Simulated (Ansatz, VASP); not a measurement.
**CdSe (CdSe (10-10), 4 units) in two plane-wave programs**

Wanted: the spread between two codes on one cell, functional and k mesh. Of the first pair: The structure shown is the start of the Ansatz relaxation below; VASP solves that cell, so the two are compared at the walk's first step.

Program: Ansatz 0.2.0. Level of theory: plane waves, with VASP 6.6.1 beside it; single point at PBE. Results are calculated unless marked as measured.

### 1. Set-up

The cell holds 16 atoms: 8 Cd and 8 Se. Cell: a = 4.300 Å, b = 7.010 Å, c = 48.626 Å, α = 90.0°, β = 90.0°, γ = 90.0°. It derives from CdSe (wurtzite CdSe). Vacuum lies along c. The height across the vacuum is the one that the program set for its solve, not the one typed.

### 2. Ansatz: relaxation, PBE

Ansatz runs on its default PAW (the set named soft_2) files.

The two programs are compared at the cell with which this relaxation starts, whose forces are those of its first step.

Contents of input.yaml:

```yaml
crystal:
  lattice:
    - [4.3, 0.0, 0.0]
    - [0.0, 7.01, 0.0]
    - [0.0, 0.0, 26.4130307876]
  atoms:
    - { symbol: Cd, position: [0.0, 0.0, 0.2650207035] }
    - { symbol: Se, position: [0.0, 0.376, 0.2650207035] }
    - { symbol: Cd, position: [0.5, 0.5, 0.3120165628] }
    - { symbol: Se, position: [0.5, 0.876, 0.3120165628] }
    - { symbol: Cd, position: [0.5, 0.0, 0.4060082814] }
    - { symbol: Se, position: [0.5, 0.376, 0.4060082814] }
    - { symbol: Cd, position: [0.0, 0.5, 0.4530041407] }
    - { symbol: Se, position: [0.0, 0.876, 0.4530041407] }
    - { symbol: Cd, position: [0.0, 0.0, 0.5469958593] }
    - { symbol: Se, position: [0.0, 0.376, 0.5469958593] }
    - { symbol: Cd, position: [0.5, 0.5, 0.5939917186] }
    - { symbol: Se, position: [0.5, 0.876, 0.5939917186] }
    - { symbol: Cd, position: [0.5, 0.0, 0.6879834372] }
    - { symbol: Se, position: [0.5, 0.376, 0.6879834372] }
    - { symbol: Cd, position: [0.0, 0.5, 0.7349792965] }
    - { symbol: Se, position: [0.0, 0.876, 0.7349792965] }
  periodic: [true, true, false]
kpoints:
  mp_grid: { grid: [7, 4, 1] }
hamiltonian:
  xc: pbe
scf:
  occupations: { method: fermi_dirac, width: 0.05 }
relax:
  f_tol: 0.01
  max_steps: 90
  cell: {}
```

On the command line:

```console
ansatz run input.yaml --threads 4 --pin off --max-ram 8192MiB --backend cpu --events-out ev --progress --plain --runs-dir out
```

Numbers of over 12 decimals in the logs are rounded to 6 here.

The log of the run:

```text
Warning: crystal.periodic: the lattice vector that does not repeat stood 0.000° off the slab's normal, 26.413 Å along it as the deck builds it. The run solves the slab on a vector along the normal, 48.626 Å long, with every atom where it was (on the deck's vector they left 14.00 Å outside them, and the widest stretch free of ions among them is 2.48 Å). A fractional position that the run reports is one of the run's ce [...]
crystal.periodic: the lattice vector that does not repeat stood 0.000° off the slab's normal, 26.413 Å along it as the deck builds it. The run solves the slab on a vector along the normal, 48.626 Å long, with every atom where it was (on the deck's vector they left 14.00 Å outside them, and the widest stretch free of ions among them is 2.48 Å). A fractional position that the run reports is one of the run's cell, which [...]
Engine: ansatz 0.2.0, aarch64-unknown-linux-gnu
Pseudopotentials: kind: paw
Pseudopotential: Cd, paw, valence charge 20, recommended cutoff 420 eV (normal), Cd.paw.azcp
Pseudopotential: Se, paw, valence charge 16, recommended cutoff 420 eV (normal), Se.paw.azcp
Functional definition: PBE
  parameter kappa = 0.804
  parameter beta = 0.066725
  exchange = pbe_x(kappa = kappa, mu = beta*pi^2/3)
  correlation = pbe_c(beta = beta)
Crystal: 16 atoms, lattice volume = 1465.735 Å³
Basis set: ecut = 420 eV, 28679 PW (Γ), exchange–correlation on 60×96×720 points (8 copies of the dense FFT grid, shifted against one another)
Bands: 173, of which v1, the nominal top of the filled ones, is band 144 counted from 1 (143 counted from 0)
Symmetry: 4 space group operations
Space group: Pmc21 (ITA 26), of the structure as read, at distance tolerance 1.1e-4 Å
k-points: 12 of 28 (time reversal used)
[...]
SCF iter   4: F=—  HF=-109797.414583 eV  |F-HF|=—  |Δ(HF+E_count)|=   2.41e-5  Δρ=4.87e-5  dr2=2.82e-5  ethr=1.44e-7  ⟨swp⟩=2.1  Hψ=2931  notcnv=0
SCF iter   5: F=—  HF=-109797.414677 eV  |F-HF|=—  |Δ(HF+E_count)|=   9.44e-5  Δρ=1.10e-5  dr2=1.62e-6  ethr=9.80e-9  ⟨swp⟩=3.0  Hψ=3248  notcnv=0
SCF iter   6: F=-109797.414678 eV  HF=-109797.414678 eV  |F-HF|=1.80e-8  |Δ(HF+E_count)|=   1.02e-6  Δρ=3.60e-6  dr2=2.41e-7  ethr=1.00e-10  ⟨swp⟩=6.1  Hψ=8107  notcnv=0
SCF 6 converged in 6 iterations: F = -109797.414678 eV  dr2 = 2.41e-7
relax step   6: F+E_penalty+E_count = -109797.41467842 eV  Δ(F+E_penalty+E_count) = -3.240e-3 eV  max|allowed force component| = 1.352e-2 eV/Å  Δτ_max = 0.0247 Å  P = -0.054 N/m  Ω = 1510.552 Å³  energy of the carried Pulay correction = -2.918e-3 eV  fix = [c, alpha, beta]  reactions: c +0.000 N/m  (6 SCF iters, dr2 threshold 2.89e-7 eV, accepted)
[...]
relax step   7: F+E_penalty+E_count = -109797.41512880 eV  Δ(F+E_penalty+E_count) = -4.504e-4 eV  max|allowed force component| = 1.888e-3 eV/Å  Δτ_max = 0.0103 Å  P = +0.005 N/m  Ω = 1508.857 Å³  energy of the carried Pulay correction = -2.810e-3 eV  fix = [c, alpha, beta]  reactions: c +0.000 N/m  (7 SCF iters, dr2 threshold 1.14e-8 eV, accepted)
[...]
relax step   8: F+E_penalty+E_count = -109797.41777936 eV  Δ(F+E_penalty+E_count) = -2.651e-3 eV  max|allowed force component| = 1.912e-3 eV/Å  Δτ_max = 0.0000 Å  P = -0.002 N/m  Ω = 1508.857 Å³  fix = [c, alpha, beta]  reactions: c +0.000 N/m  stress off target by 1.32e-2 N/m on what of the cell is left free  SCF on the basis re-selected at this cell (its energy is not comparable with the rows above)  (9 SCF iters)
basis re-selected at this cell: Δ(F+E_penalty+E_count) = -2.651e-3 eV, ΔP = -0.007 N/m vs the last step (what re-selecting the basis moved, of the pressure what is left beyond the Pulay correction that the steps carried, after the strain that the cell walked since its last selection, with what the two solves' SCF thresholds leave and, on support functions, any second-order correction that the steps lacked; it is no m [...]
SCF converged after 9 iterations
Free energy (F): -109797.417779 eV
Harris-Foulkes:  -109797.417779 eV  (|F-HF|=4.07e-9)
Internal energy: -109797.417774 eV  (E = F + TS)
E sigma→0 (E₀):  -109797.417777 eV
Entropy (-TS):   -0.000005 eV (-0.000 meV/atom)
Fermi energy:    -5.150566 eV
--- Per-component energies (eV) ---
  E_band       = -10878.196224
  E_kinetic    = 4981.139406
  E_local      = -1800895.458214  (includes V_loc(G=0)·N_el)
  E_nonlocal   = -4497.519983
  E_hartree    = 897329.569222
  E_xc         = -2243.297514
  E_vxc        = -2552.340177  (∫ρ·V_xc dr)
  E_paw        = -47958.836861  (= ΣΔE_a)
  E_vpaw       = -2573.148979  (= ΣTr[D̂ρ^β])
  E_aug_tail   = -0.004717  (compensation charges beyond the density's cutoff)
  E_ewald      = 843486.990886
  E_smearing   = -0.000005  (= −TS)
  E_closure    = 0.000000  (closes the sum)
  Σ components = -109797.417779   (vs F -109797.417779, Δ=0.00e0)
--- Forces (eV/Å), atoms counted from 1 ---
  atom   1  Cd     0.00000000     0.00191200    -0.00085073
  atom   2  Se    -0.00000000    -0.00189631    -0.00066124
  atom   3  Cd     0.00000000    -0.00072492    -0.00094242
  atom   4  Se     0.00000000     0.00112793     0.00068461
  atom   5  Cd     0.00000000     0.00005782     0.00001157
  atom   6  Se    -0.00000000     0.00149989     0.00186607
  atom   7  Cd     0.00000000    -0.00126046    -0.00050096
  atom   8  Se    -0.00000000    -0.00071562    -0.00035294
  atom   9  Cd     0.00000000    -0.00126046     0.00050096
  atom  10  Se    -0.00000000    -0.00071562     0.00035294
  atom  11  Cd     0.00000000     0.00005782    -0.00001157
  atom  12  Se    -0.00000000     0.00149989    -0.00186607
  atom  13  Cd     0.00000000    -0.00072492     0.00094242
  atom  14  Se     0.00000000     0.00112793    -0.00068461
  atom  15  Cd     0.00000000     0.00191200     0.00085073
  atom  16  Se    -0.00000000    -0.00189631     0.00066124
  max |Σ_I F_I| component: 6.65e-7 eV/Å
--- 2D stress c σ (N/m, compression-positive) ---
        0.010191       0.000000       0.000000
        0.000000      -0.013210       0.000000
        0.000000       0.000000       0.000000
  P = ½ c Tr σ = -0.0015 N/m
--- Relaxed structure (7 steps of the walk, 7 accepted, 1 SCFs on fresh bases) ---
  F+E_penalty+E_count = -109797.41777936 eV   max|allowed force component| = 1.912e-3 eV/Å   (the final SCF, on the basis selected at the relaxed cell)
  cell:  # Å, volume = 1508.8568 Å³
    - [4.335155, 0.0, 0.0]
    - [0.0, 7.157713, 0.0]
    - [0.0, 0.0, 48.626062]
  atoms:
    - { symbol: Cd, position: [0, 0.053233, 0.153699] }
    - { symbol: Se, position: [0, 0.387904, 0.135592] }
    - { symbol: Cd, position: [0.5, 0.482184, 0.163834] }
    - { symbol: Se, position: [0.5, 0.867269, 0.168231] }
    - { symbol: Cd, position: [0.5, -0.00808468, 0.220842] }
    - { symbol: Se, position: [0.5, 0.367282, 0.217343] }
    - { symbol: Cd, position: [0, 0.489225, 0.244066] }
    - { symbol: Se, position: [0, 0.864987, 0.246884] }
    - { symbol: Cd, position: [0, -0.010775, 0.299121] }
    - { symbol: Se, position: [0, 0.364987, 0.296303] }
    - { symbol: Cd, position: [0.5, 0.491915, 0.322345] }
    - { symbol: Se, position: [0.5, 0.867282, 0.325844] }
    - { symbol: Cd, position: [0.5, -0.017816, 0.379353] }
    - { symbol: Se, position: [0.5, 0.367269, 0.374956] }
    - { symbol: Cd, position: [0, 0.553233, 0.389488] }
    - { symbol: Se, position: [0, 0.887904, 0.407594] }
```

### 3. VASP: single point, PBE, start cell, pair 1

The same cell, functional, mesh and smearing now go to VASP, with its own data sets.

Lines of VASP's logs that name or quote its potential files are left out, and so is its time.

Contents of INCAR:

```
SYSTEM = CdSe
PREC = Accurate
ENCUT = 400
EDIFF = 1E-06
NELM = 120
ISMEAR = -1
SIGMA = 0.05
LREAL = .FALSE.
ALGO = Normal
GGA = PE
NBANDS = 89
LORBIT = 11
LWAVE = .FALSE.
LCHARG = .FALSE.
ISIF = 2
LDIPOL = .TRUE.
IDIPOL = 3
DIPOL = 0.5 0.5 0.272
LVHAR = .TRUE.
LASPH = .TRUE.
GGA_COMPAT = .FALSE.
EFERMI = MIDGAP
NELMDL = -8
KPAR = 4
```

Contents of POSCAR:

```
CdSe
1.0
    4.3000000000      0.0000000000      0.0000000000
    0.0000000000      7.0100000000      0.0000000000
    0.0000000000      0.0000000000     48.6260620000
Cd Se
8 8
Direct
    0.0000000000      0.0000000000      0.1439557248
    0.5000000000      0.5000000000      0.1694832495
    0.5000000000      0.0000000000      0.2205382990
    0.0000000000      0.5000000000      0.2460658340
    0.0000000000      0.0000000000      0.2971208835
    0.5000000000      0.5000000000      0.3226484185
    0.5000000000      0.0000000000      0.3737034679
    0.0000000000      0.5000000000      0.3992309926
    0.0000000000      0.3760000000      0.1439557248
    0.5000000000      0.8760000000      0.1694832495
    0.5000000000      0.3760000000      0.2205382990
    0.0000000000      0.8760000000      0.2460658340
    0.0000000000      0.3760000000      0.2971208835
    0.5000000000      0.8760000000      0.3226484185
    0.5000000000      0.3760000000      0.3737034679
    0.0000000000      0.8760000000      0.3992309926
```

Contents of KPOINTS:

```
Automatic mesh
0
Gamma
7 4 1
0 0 0
```

PAW data sets: Cd and Se (PBE family, release 64).

On the command line:

```console
mpirun -np 4 vasp_std
```

The log of the run:

```text
[banner, memory and clock lines left out]
running    4 mpi-ranks, on    1 nodes
 distrk:  each k-point on    1 cores,    4 groups
 distr:  one band on    1 cores,    1 groups

 POSCAR found type information on POSCAR CdSe
 POSCAR found :  2 types and      16 ions
 LDA part: xc-table for (Slater+PW92), standard interpolation
 POSCAR, INCAR and KPOINTS ok, starting setup
 FFT: planning ... GRIDC
 FFT: planning ... GRID_SOFT
 FFT: planning ... GRID
 WAVECAR not read
 entering main loop
       N       E                     dE             d eps       ncg     rms          rms(c)
DAV:   1     0.108995617337E+04    0.10900E+04   -0.46678E+04  2192   0.100E+03
DAV:   2     0.739341740314E+02   -0.10160E+04   -0.98108E+03  2742   0.270E+02
DAV:   3    -0.419802481140E+02   -0.11591E+03   -0.11474E+03  2469   0.920E+01
DAV:   4    -0.457348302017E+02   -0.37546E+01   -0.37381E+01  2448   0.161E+01
DAV:   5    -0.458184538551E+02   -0.83624E-01   -0.83543E-01  2464   0.209E+00
DAV:   6    -0.458209794540E+02   -0.25256E-02   -0.25248E-02  2448   0.375E-01
DAV:   7    -0.458210811465E+02   -0.10169E-03   -0.10168E-03  2504   0.654E-02
DAV:   8    -0.458210841477E+02   -0.30013E-05   -0.30007E-05  1984   0.118E-02    0.173E+01
DAV:   9    -0.421838759793E+02    0.36372E+01   -0.69790E+00  2502   0.136E+01    0.134E+01
DAV:  10    -0.420098124878E+02    0.17406E+00   -0.42751E+00  2383   0.654E+00    0.333E+00
DAV:  11    -0.419113630612E+02    0.98449E-01   -0.83620E-01  2309   0.455E+00    0.126E+00
DAV:  12    -0.419143030017E+02   -0.29399E-02   -0.84282E-02  2359   0.161E+00    0.466E-01
DAV:  13    -0.419156275891E+02   -0.13246E-02   -0.90279E-03  2504   0.522E-01    0.193E-01
DAV:  14    -0.419173270820E+02   -0.16995E-02   -0.13584E-03  2406   0.139E-01    0.991E-02
[...]
DAV:  22    -0.419200452560E+02   -0.40036E-04   -0.15773E-06  1720   0.207E-03    0.120E-03
DAV:  23    -0.419200710687E+02   -0.25813E-04   -0.67293E-07  1608   0.129E-03    0.106E-03
DAV:  24    -0.419200835226E+02   -0.12454E-04   -0.54211E-07  1600   0.125E-03    0.745E-04
DAV:  25    -0.419200923121E+02   -0.87895E-05   -0.22128E-07  1558   0.733E-04    0.277E-04
DAV:  26    -0.419200956159E+02   -0.33038E-05   -0.90061E-08  1535   0.468E-04    0.216E-04
DAV:  27    -0.419200984290E+02   -0.28131E-05   -0.69199E-08  1437   0.330E-04    0.102E-04
DAV:  28    -0.419200999336E+02   -0.15046E-05   -0.45802E-08  1487   0.254E-04    0.772E-05
DAV:  29    -0.419201004301E+02   -0.49651E-06   -0.56815E-09  1452   0.133E-04
   1 F= -.41920100E+02 E0= -.41919951E+02  d E =-.298263E-03
```

OUTCAR, selected parts (step 3):

```text
ion  position               nearest neighbor table
   1  0.000  0.000  0.144-  10 2.63  10 2.63   9 2.64
   2  0.500  0.500  0.169-  11 2.63   9 2.63   9 2.63  10 2.64
   3  0.500  0.000  0.221-  10 2.63  12 2.63  12 2.63  11 2.64
   4  0.000  0.500  0.246-  13 2.63  11 2.63  11 2.63  12 2.64
   5  0.000  0.000  0.297-  12 2.63  14 2.63  14 2.63  13 2.64
   6  0.500  0.500  0.323-  15 2.63  13 2.63  13 2.63  14 2.64
   7  0.500  0.000  0.374-  14 2.63  16 2.63  16 2.63  15 2.64
   8  0.000  0.500  0.399-  15 2.63  15 2.63  16 2.64
   9  0.000  0.376  0.144-   2 2.63   2 2.63   1 2.64
  10  0.500  0.876  0.169-   3 2.63   1 2.63   1 2.63   2 2.64
  11  0.500  0.376  0.221-   2 2.63   4 2.63   4 2.63   3 2.64
  12  0.000  0.876  0.246-   5 2.63   3 2.63   3 2.63   4 2.64
  13  0.000  0.376  0.297-   4 2.63   6 2.63   6 2.63   5 2.64
  14  0.500  0.876  0.323-   7 2.63   5 2.63   5 2.63   6 2.64
  15  0.500  0.376  0.374-   6 2.63   8 2.63   8 2.63   7 2.64
  16  0.000  0.876  0.399-   7 2.63   7 2.63   8 2.64

  LATTYP: Found a simple orthorhombic cell.
 ALAT       =     4.3000000000
 B/A-ratio  =     1.6302325581
 C/A-ratio  =    11.3083865116

 Subroutine GETGRP returns: Found  4 space group operations
 (whereof  2 operations were pure point group operations)

The static configuration has the point symmetry C_1h.
 The point group associated with its full space group is C_2v.

 Found     12 irreducible k-points:

   k-points           NKPTS =     12   k-points in BZ     NKDIM =     12   number of bands    NBANDS=     89

   dimension x,y,z NGX =    28 NGY =   48 NGZ =  320
   dimension x,y,z NGXF=    56 NGYF=   96 NGZF=  640

   ENCUT  =  400.0 eV  29.40 Ry    5.42 a.u.   7.01 11.43 79.30*2*pi/ulx,y,z

   NELECT =     144.0000    total number of electrons

 k-points in reciprocal lattice and weights: Automatic mesh
   0.00000000  0.00000000  0.00000000       0.036
   0.14285714  0.00000000  0.00000000       0.071
   0.28571429  0.00000000  0.00000000       0.071
   0.42857143  0.00000000  0.00000000       0.071
   0.00000000  0.25000000  0.00000000       0.071
   0.14285714  0.25000000  0.00000000       0.143
   0.28571429  0.25000000  0.00000000       0.143
   0.42857143  0.25000000  0.00000000       0.143
   0.00000000  0.50000000  0.00000000       0.036
   0.14285714  0.50000000  0.00000000       0.071
   0.28571429  0.50000000  0.00000000       0.071
   0.42857143  0.50000000  0.00000000       0.071

 dipolmoment           0.000000      0.000000      0.000003 electrons x Angstroem

 average (electrostatic) potential at core
       1 -44.5910       2 -43.8891       3 -44.3033       4 -44.1584       5 -44.1584
       6 -44.3033       7 -43.8891       8 -44.5910       9 -59.9869      10 -60.9756
      11 -60.5613      12 -60.7187      13 -60.7187      14 -60.5613      15 -60.9756
      16 -59.9869

 E-fermi :  -2.8353

 k-point     1 :       0.0000    0.0000    0.0000
  band No.  band energies     occupation
    ...
     68      -3.5769      2.00000
     69      -3.3520      1.99993
     70      -3.3372      1.99991
     71      -3.1980      1.99859
     72      -3.1140      1.99243
     73      -2.5803      0.01212
     74      -2.0151      0.00000
     75      -1.0301      0.00000
     76      -0.5717      0.00000
     77      -0.2692      0.00000
    ...

 k-point     2 :       0.1429    0.0000    0.0000
  band No.  band energies     occupation
    ...
     68      -3.7663      2.00000
     69      -3.5628      2.00000
     70      -3.5029      2.00000
     71      -3.3933      1.99997
     72      -3.2841      1.99975
     73      -1.9596      0.00000
     74      -1.7443      0.00000
     75      -0.7567      0.00000
     76      -0.0539      0.00000
     77       0.1335      0.00000
    ...

 k-point     3 :       0.2857    0.0000    0.0000
  band No.  band energies     occupation
    ...
     68      -4.0918      2.00000
     69      -3.9185      2.00000
     70      -3.7973      2.00000
     71      -3.4907      2.00000
     72      -3.4339      1.99999
     73      -1.4408      0.00000
     74      -1.4146      0.00000
     75      -0.3347      0.00000
     76       0.3471      0.00000
     77       0.4883      0.00000
    ...

  Total        6.3591829      4.2686154      6.4466844      0.0000000      0.0000000      0.0000000
  in kB        6.9511447      4.6659710      7.0467914      0.0000000      0.0000000      0.0000000
  external PRESSURE =       6.2213024 kB  Pullay stress =       0.0000000 kB

  energy-cutoff  :      400.00
  volume of cell :     1465.74
      direct lattice vectors                 reciprocal lattice vectors
     4.300000000  0.000000000  0.000000000     0.232558140  0.000000000  0.000000000
     0.000000000  7.010000000  0.000000000     0.000000000  0.142653352  0.000000000
     0.000000000  0.000000000 48.626062000     0.000000000  0.000000000  0.020565104

 POSITION                                       TOTAL-FORCE (eV/Angst)
 -----------------------------------------------------------------------------------
      0.00000      0.00000      7.00000         0.000000      0.756585      0.594731
      2.15000      3.50500      8.24130         0.000000     -0.467353     -0.254052
      2.15000      0.00000     10.72391         0.000000      0.181631      0.184573
      0.00000      3.50500     11.96521         0.000000     -0.059133     -0.092808
      0.00000      0.00000     14.44782         0.000000     -0.059133      0.092808
      2.15000      3.50500     15.68912         0.000000      0.181631     -0.184573
      2.15000      0.00000     18.17173         0.000000     -0.467353      0.254052
      0.00000      3.50500     19.41303         0.000000      0.756585     -0.594731
      0.00000      2.63576      7.00000         0.000000     -0.133688     -0.617588
      2.15000      6.14076      8.24130         0.000000     -0.266350     -0.620105
      2.15000      2.63576     10.72391         0.000000      0.001713      0.221386
      0.00000      6.14076     11.96521         0.000000     -0.013406     -0.151594
      0.00000      2.63576     14.44782         0.000000     -0.013406      0.151594
      2.15000      6.14076     15.68912         0.000000      0.001713     -0.221386
      2.15000      2.63576     18.17173         0.000000     -0.266350      0.620105
      0.00000      6.14076     19.41303         0.000000     -0.133688      0.617588
 -----------------------------------------------------------------------------------
    total drift:                                0.000000      0.000057      0.000458

  FREE ENERGIE OF THE ION-ELECTRON SYSTEM (eV)
  ---------------------------------------------------
  free  energy   TOTEN  =       -41.9201004301 eV

  energy  without entropy=      -41.9198021673  energy(sigma->0) =      -41.91995130

 vacuum level on the upper side and lower side of the slab         1.854         1.854

 total charge
# of ion       s       p       d       tot
------------------------------------------
    1        0.469   0.244   9.549  10.262
    2        0.448   0.317   9.549  10.314
    3        0.445   0.313   9.550  10.309
    4        0.446   0.316   9.551  10.313
    5        0.446   0.316   9.551  10.313
    6        0.445   0.313   9.550  10.309
    7        0.448   0.317   9.549  10.314
    8        0.469   0.244   9.549  10.262
    9        1.451   2.352   0.017   3.819
   10        1.449   2.382   0.023   3.854
   11        1.445   2.398   0.023   3.865
   12        1.444   2.397   0.023   3.864
   13        1.444   2.397   0.023   3.864
   14        1.445   2.398   0.023   3.865
   15        1.449   2.382   0.023   3.854
   16        1.451   2.352   0.017   3.819
--------------------------------------------------
tot         15.193  21.438  76.568 113.199

[... 3 further parts left out ...]
```

(Part 1 of 2 ends here.)

[Lines on the potential files, build, host, timing and source positions are cut from VASP's logs without a mark.]

[Logs are printed without paths, hosts, clocks, repeated set-up lines and the standing remarks that a program may print on its own settings, such as how far it seeks lower states.]

[Hosts, paths, dates, database ids (printed as entryN), source tags and the programs' standing remarks are cut or masked in the printed files.]
